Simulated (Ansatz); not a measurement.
ZrC in Ansatz: the effect of Hubbard term

The system is ZrC.

```
CELL_PARAMETERS angstrom
0.00000 2.36500 2.36500
2.36500 0.00000 2.36500
2.36500 2.36500 0.00000
ATOMIC_POSITIONS crystal
Zr 0.50000 0.50000 0.50000
C 0.00000 0.00000 0.00000
```

Alike in all runs:

* Program: Ansatz 0.2.0
* Task: density of states
* Functional: PBEsol
* Potentials or basis: all-electron LAPW, scalar-relativistic
* Cutoff: 254 eV (chosen from the basis error)
* Basis error allowed: 0.001 eV/atom
* k mesh: 10 × 10 × 10
* Occupations: fermi-dirac, width 0.05 eV
* Spin: no spin polarisation

```tsv
Hubbard term	pressure (GPa)
none	-8.4
Zr d U = 2 eV	-5.7
Zr d U = 4 eV	-2.6
Zr d U = 6 eV	1.1
Zr d U = 8 eV	?
```

Q: What does the run with Hubbard term Zr d U = 8 eV give?

A: Pressure 5.6 GPa.

Worked out: A parabola through the other rows of the pressure, of slope 2.2 GPa per eV there, extrapolates to 5.2 GPa, against the run's 5.6.

Caveats: U is the effective U less J, on atomic orbitals that reach past the spheres (some runs); U without spin polarisation on a metal has little footing (some runs); the U is typed as a test and isn't derived for this compound (some runs).
